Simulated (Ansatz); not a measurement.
# BeSe: the cell at several levels of theory

One table from this session's results is given with a row withheld; the runs are named, their logs left out.

Program: Ansatz 0.2.0. PAW datasets, plane waves, zero pressure. Computed at 0 K without zero-point motion; spin polarisation is off.

### The structure to begin with

It is cubic, F-43m (No. 216); a = 5.168 Å in the conventional setting, 17.25 Å³ an atom. Near Be stand 4 Se at 2.24 Å; near Se stand 4 Be at 2.24 Å.

Structure file:

```xyz
2
Lattice="0.0000 2.5840 2.5840 2.5840 0.0000 2.5840 2.5840 2.5840 0.0000" Properties=species:S:1:pos:R:3 pbc="T T T"
Be    0.0000    0.0000    0.0000
Se    1.2920    1.2920    1.2920
```

Set-up of the first run:

File input.yaml:

```yaml
crystal:
  lattice:
    - [0.0, 2.5839687382, 2.5839687382]
    - [2.5839687382, 0.0, 2.5839687382]
    - [2.5839687382, 2.5839687382, 0.0]
  atoms:
    - { symbol: Be, position: [0.0, 0.0, 0.0] }
    - { symbol: Se, position: [0.25, 0.25, 0.25] }
kpoints:
  mp_grid: { grid: [8, 8, 8] }
hamiltonian:
  xc: pbe
scf:
  occupations: { method: fermi_dirac, width: 0.02 }
relax:
  f_tol: 0.005
  cell: {}
```

The run is started by

```console
ansatz run input.yaml --threads 2 --pin off --max-ram 29491MiB --backend cpu --events-out ev --progress --plain --runs-dir out
```

Steps of the session up to this table: PBE: cell and atoms; Relaxation with r2SCAN; Relaxation with PBEsol; Relaxation with LDA; Relaxation with HSE06.

One table of the session follows, with a row left open; its other results are not shown here.

| level | a (Å) | volume (Å³/atom) |
| --- | --- | --- |
| PBE | ? | ? |
| r2SCAN | 5.162 | 17.194 |
| PBEsol | 5.129 | 16.862 |
| LDA | 5.082 | 16.403 |
| HSE06 | 5.147 | 17.048 |

**Question.** Estimate the row for PBE.

The run gave: a (Å): 5.178; volume (Å³/atom): 17.352. In the column «a (Å)» it is the highest.

LDA gives the smallest cell and PBE the largest; they differ by 5.8 % in volume, a mean of 1.9 % in length. The meshes differ: PBE 8×8×8, r2SCAN 8×8×8, PBEsol 8×8×8, LDA 8×8×8, HSE06 6×6×6.
